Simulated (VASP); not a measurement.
ScAl3: relaxation of the atoms with PBE

ScAl3:

```
Sc Al
1.0
     4.01693    0.00000    0.00000
     0.00000    4.01693    0.00000
     0.00000    0.00000    4.01693
Sc Al
1 3
Direct
  0.00000 0.00000 0.00000
  0.50000 0.00000 0.50000
  0.00000 0.50000 0.50000
  0.50000 0.50000 0.00000
```

The cell is a database's computed one.

The cell isn't the ideal one: a relaxed cell with its volume scaled by 0.94.

```json
{
 "Program": "VASP 6.6.1",
 "Task": "relaxation of the atoms",
 "Functional": "PBE",
 "Potentials or basis": "VASP PAW PBE potentials, release 64 (Sc_sv, Al)",
 "Cutoff": "300 eV",
 "k mesh": "5 × 5 × 5",
 "Occupations": "methfessel-paxton, width 0.1 eV",
 "Spin": "no spin polarisation",
 "Further INCAR settings": "ALGO = Normal; EDIFF = 1e-07; IBRION = 2; EDIFFG = -0.01; NSW = 40"
}
```

```yaml
Pressure_after_relaxing: 6.2 GPa
Band_gap_on_the_k_mesh: none (metal or under the smearing width)
```

Final structure:
```
Sc Al
1.0
     4.01693    0.00000    0.00000
     0.00000    4.01693    0.00000
     0.00000    0.00000    4.01693
Sc Al
1 3
Direct
  0.00000 0.00000 0.00000
  0.50000 0.00000 0.50000
  0.00000 0.50000 0.50000
  0.50000 0.50000 0.00000
```

Levels at points of the mesh, in eV from the Fermi level:
```csv
k point,band 8,band 9,band 10,band 11,band 12,band 13
"(0.00, 0.00, 0.00)",-1.97,-1.97,-1.97,1.14,1.18,1.18
```

It took 8 s on 1 thread of Intel(R) Xeon(R) Platinum 8259CL CPU @ 2.50GHz (Skylake/Cascade Lake) (shared host), peak memory 0.13 GiB.

Caveat: the relaxation stopped at its first step, so nothing moved.
